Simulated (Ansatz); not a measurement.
**KCl: response to strain**

Aim: deform KCl (zz strain of +2 %) and compute stress, forces and field gradients with LAPW, PAW and all-electron datasets made for the crystal.

Method: DFT PBE, scalar-relativistic, in Ansatz 0.2.0.

**1. Starting point**

Symmetry: Pm-3m, No. 221, cubic system. Conventional cell: a = 3.634 Å, b = 3.634 Å, c = 3.634 Å, α = 90.00°, β = 90.00°, γ = 90.00°. Around K (site symmetry m-3m) lie 8 Cl at 3.15 Å. Cl (site symmetry m-3m) has 8 K at 3.15 Å as nearest neighbours.

Structure file:

```
K Cl
1.0
     3.63400    0.00000    0.00000
     0.00000    3.63400    0.00000
     0.00000    0.00000    3.63400
K Cl
1 1
Direct
  0.00000 0.00000 0.00000
  0.50000 0.50000 0.50000
```

Atoms are numbered in the order of the input: K1, Cl2.

**2. The deformed structure**

Space group Pm-3m before, P4/mmm after.

**3. Full-potential LAPW**

input.yaml

```yaml
crystal:
  lattice:
    - [3.634, 0.0, 0.0]
    - [0.0, 3.634, 0.0]
    - [0.0, 0.0, 3.70668]
  atoms:
    - { symbol: K, position: [0.0, 0.0, 0.0] }
    - { symbol: Cl, position: [0.5, 0.5, 0.5] }
kpoints:
  mp_grid: { grid: [7, 7, 7] }
  band_path:
    path:
      - [0.0, 0.0, 0.0]
      - [0.0, 0.5, 0.0]
      - [0.5, 0.5, 0.0]
      - [0.0, 0.0, 0.0]
      - [0.0, 0.0, 0.5]
      - [0.0, 0.5, 0.5]
      - [0.5, 0.5, 0.5]
      - [0.0, 0.0, 0.5]
      - [0.0, 0.5, 0.0]
    npoints: 5
scf:
  occupations: { method: fermi_dirac, width: 0.02 }
hamiltonian:
  xc: pbe
  pseudopotentials: { kind: all_electron, lapw: { basis_error: 0.0005 } }
output:
  forces: true
  stress: true
  eigenvalues: true
```

Command:

```sh
ansatz run input.yaml --threads 1 --pin off --max-ram 3072MiB --backend cpu --events-out ev --progress --plain --runs-dir out
```

**4. Frozen-core PAW**

input.yaml

```yaml
crystal:
  lattice:
    - [3.634, 0.0, 0.0]
    - [0.0, 3.634, 0.0]
    - [0.0, 0.0, 3.70668]
  atoms:
    - { symbol: K, position: [0.0, 0.0, 0.0] }
    - { symbol: Cl, position: [0.5, 0.5, 0.5] }
kpoints:
  mp_grid: { grid: [7, 7, 7] }
scf:
  occupations: { method: fermi_dirac, width: 0.02 }
hamiltonian:
  xc: pbe
  pseudopotentials: { kind: paw }
output:
  forces: true
  stress: true
  eigenvalues: true
  efg: { contact_densities: true }
```

**5. All-electron PAW on datasets made for the crystal**

input.yaml, as its differences from that of step 4:

```diff
@@ -14,3 +14,3 @@
   xc: pbe
-  pseudopotentials: { kind: paw }
+  pseudopotentials: { kind: all_electron, datasets: crystal }
 output:
```

(Steps that only read results are left out.)

Before running it: what results should come out? Wanted: pressure; largest shear or deviatoric stress.

The runs gave:

```
                                 quantity                                           value
                                 pressure  LAPW 3.74, PAW 3.74, crystal datasets 3.74 GPa
largest shear or deviatoric stress (LAPW)                                        0.67 GPa
```

**Reading.** The largest part of the stress beyond the pressure is 0.67 GPa in size, in the zz component; the atoms are carried along and not relaxed. No run of the undeformed cell stands beside it, so the pressure holds what the given cell had before the change. PAW: stress within 0.01 GPa of LAPW. Crystal datasets: stress within 0.01 GPa of LAPW.
